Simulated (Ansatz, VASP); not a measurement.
## In in VASP and in Ansatz

```xyz
1
Lattice="3.1174 0.0000 0.0000 0.0000 3.1174 0.0000 0.0000 0.0000 3.1174" Properties=species:S:1:pos:R:3 pbc="T T T"
In    0.0000    0.0000    0.0000
```

Change from the starting cell: volume scaled by 1.03, PAW files.

Alike in both runs: task electric field gradients; functional PBE; k mesh 12 × 12 × 12; occupations fermi-dirac, width 0.03 eV; no spin polarisation.

```csv
,VASP,Ansatz
version,VASP 6.6.1,Ansatz 0.2.0
potentials or method,"VASP PAW PBE potentials, release 64 (In_d)","PAW with Ansatz's default frozen-core files, scalar-relativistic"
plane-wave cutoff (eV),520,420
valence electrons in the cell,13,13
```

```csv
,VASP,Ansatz,Ansatz less VASP
pressure (GPa),-0.8,-0.8,+0.02
Vzz of the field gradient on the site that differs most (V/Å²),0.0,0.0,0.00
```

The functional is the same, so the differences come from potentials, cutoffs and numerics. Ansatz warned: «gradients_without_spin_orbit».
